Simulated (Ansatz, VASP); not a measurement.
Two plane-wave programs on BN

```
CELL_PARAMETERS angstrom
0.00000 1.78872 1.78872
1.78872 0.00000 1.78872
1.78872 1.78872 0.00000
ATOMIC_POSITIONS crystal
B 0.00000 0.00000 0.00000
N 0.75000 0.75000 0.75000
```

Alike in both runs: task single point; functional PBEsol; k mesh 12 × 12 × 12; occupations gaussian, width 0.02 eV; no spin polarisation.

|  | VASP | Ansatz |
| --- | --- | --- |
| version | VASP 6.6.1 | Ansatz 0.2.0 |
| potentials or method | VASP PAW PBE potentials, release 64 (B, N) | scalar-relativistic, plane waves, PAW |
| plane-wave cutoff (eV) | 520 | 420 |
| valence electrons in the cell | 8 | 8 |

```tsv
	VASP	Ansatz	Ansatz less VASP
gap on the k mesh at the Fermi level (eV)	4.31	4.32	+0.011
least direct gap on the mesh (eV)	8.91	8.92	+0.007
pressure (GPa)	10.2	9.5	-0.72
```

With one functional, cell and mesh, what is left measures potentials, basis and numerics.

Caveats: the PAW data sets were made with another functional, which shifts forces and pressure a little (VASP). A k mesh can miss the band edges.
